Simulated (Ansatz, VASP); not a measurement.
# Two plane-wave programs on Al

The input INCAR:

```
PREC = Accurate ; ENCUT = 600
EDIFF = 1E-7 ; ISMEAR = -1
SIGMA = 0.1 ; LREAL = False
LASPH = True ; NELM = 60
ALGO = Normal ; ISIF = 3
LWAVE = False ; LCHARG = False
GGA = CA ; IBRION = 2
NSW = 80 ; EDIFFG = -0.01
```

File KPOINTS:

```
regular mesh
0
Gamma
  12 12 12
```

The input POSCAR:

```
Al
1.0
    2.6173666896      0.0000000000      0.0000000000
    0.0000000000      2.6173666896      0.0000000000
    0.0000000000      0.0000000000      2.6173666896
Al
1
Direct
    0.0000000000      0.0000000000      0.0000000000
```

Input for Ansatz:

```yaml
crystal:
  lattice:
    - [2.6173666896, 0.0, 0.0]
    - [0.0, 2.6173666896, 0.0]
    - [0.0, 0.0, 2.6173666896]
  atoms:
    - { symbol: Al, position: [0.0, 0.0, 0.0] }
hamiltonian:
  xc: lda
  pseudopotentials:
    kind: paw
    azcp:
      Al: "pseudopotentials/Al.paw.azcp"
basis:
  ecutwfc: 420
  fft_grid_basis: typed
kpoints:
  mp_grid: { grid: [12, 12, 12], shift: [0, 0, 0] }
magnetization:
  spin_polarized: false
scf:
  occupations: { method: fermi_dirac, width: 0.1 }
relax:
  max_steps: 60
  f_tol: 0.01
  cell: {}
output:
  write_density: true
  write_potential: true
  elf: true
  volumetric_format: npy
```

The cell was built by a generator and needn't be a form met in nature.

Alike in both runs: task relaxation of cell and atoms; functional LDA; k mesh 12 × 12 × 12; occupations fermi-dirac, width 0.1 eV; no spin polarisation.

|  | VASP | Ansatz |
| --- | --- | --- |
| version | VASP 6.6.1 | Ansatz 0.2.0 |
| potentials or method | VASP PAW LDA potentials, release 64 (Al) | plane waves (420 eV) with PAW, scalar-relativistic |
| plane-wave cutoff (eV) | 600 | 420 |
| valence electrons in the cell | 3 | 3 |

VASP gave:

- relaxed volume (Å³/atom): 19.31
- relaxed cell length with the largest relative difference (Å): 2.683
- energy change over the relaxation (meV/atom): -22

Problem. Which values does Ansatz return?

Solution. Relaxed volume (Å³/atom): 19.30; relaxed cell length with the largest relative difference (Å): 2.682; energy change over the relaxation (meV/atom): -21.

Ansatz warned: «pseudo_functional_mismatch».
